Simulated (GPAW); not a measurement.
Write an ASE script for GPAW 26.7.0 that does the following.

```yaml
Task: relaxation of cell and atoms
Functional: PBEsol
Potentials_or_basis: PAW data sets generated in the run's folder for this functional
Cutoff: 600 eV
Basis: pw
k_mesh: 13 × 13 × 13
Occupations: fermi-dirac, width 0.05 eV
Spin: no spin polarisation
Target_pressure: 5 GPa
Maxiter: 150
Optimizer: BFGS
Fmax: 0.02 eV/Å
Max_steps: 60
Target_pressure: 5 GPa
Convergence: density=1e-05 forces=0.0001
```

The structure of Ga lies in Ga.xyz:

```xyz
1
Lattice="-1.3843987196 1.3843987196 2.3112238365 1.3843987196 -1.3843987196 2.3112238365 1.3843987196 1.3843987196 -2.3112238365" Properties=species:S:1:pos:R:3 pbc="T T T"
Ga     0.0000000000      0.0000000000      0.0000000000
```

This isn't the form of Ga at room conditions, which is orthorhombic.

The input as run:

run.py

```python
from ase.filters import FrechetCellFilter
from ase.io import read, write
from ase.optimize import BFGS
from ase.units import GPa
from gpaw import GPAW, PW, setup_paths

setup_paths.insert(0, '.')

atoms = read('Ga.xyz')

calc = GPAW(mode=PW(600),
            xc='PBEsol',
            kpts={'size': (13, 13, 13), 'gamma': True},
            occupations={'name': 'fermi-dirac', 'width': 0.05},
            nbands=7,
            convergence={'density': 1e-05, 'forces': 0.0001},
            maxiter=150,
            txt='gpaw.txt')
atoms.calc = calc
opt = BFGS(FrechetCellFilter(atoms, scalar_pressure=5 * GPa), trajectory='relax.traj', logfile='-')
done = opt.run(fmax=0.02, steps=60)
calc.write('gs.gpw')
write('result.traj', atoms)
print('Converged:', done)
print('Cell:', atoms.cell.cellpar().round(4))
print('Volume:', round(atoms.get_volume(), 4))
print(atoms.get_scaled_positions().round(5))
```

Potentials or basis: PAW data sets generated in the run's folder for this functional, pw.

Launch:

```sh
$ gpaw-setup -f PBEsol Ga
$ OMP_NUM_THREADS=1 python run.py
```

Results of the run:

The relaxed volume is 16.56 Å³/atom and the relaxed cell is a = 2.940 Å, b = 2.940 Å, c = 2.940 Å, α = 124.55°, β = 124.55°, γ = 82.29°. The space group after relaxing (to 0.05 Å) is I4/mmm (No. 139). The energy change on relaxing (the enthalpy is what falls) is +15.3 meV/atom, the ionic steps are 8 and the pressure after relaxing is 4.9 GPa. The band gap on the k mesh is none (metal or under the smearing width).

Caveat: later steps reuse the first step's grids.

Run time: 2.3 min on 1 thread of Arm Neoverse V1, on a shared host, peak memory 0.18 GiB.
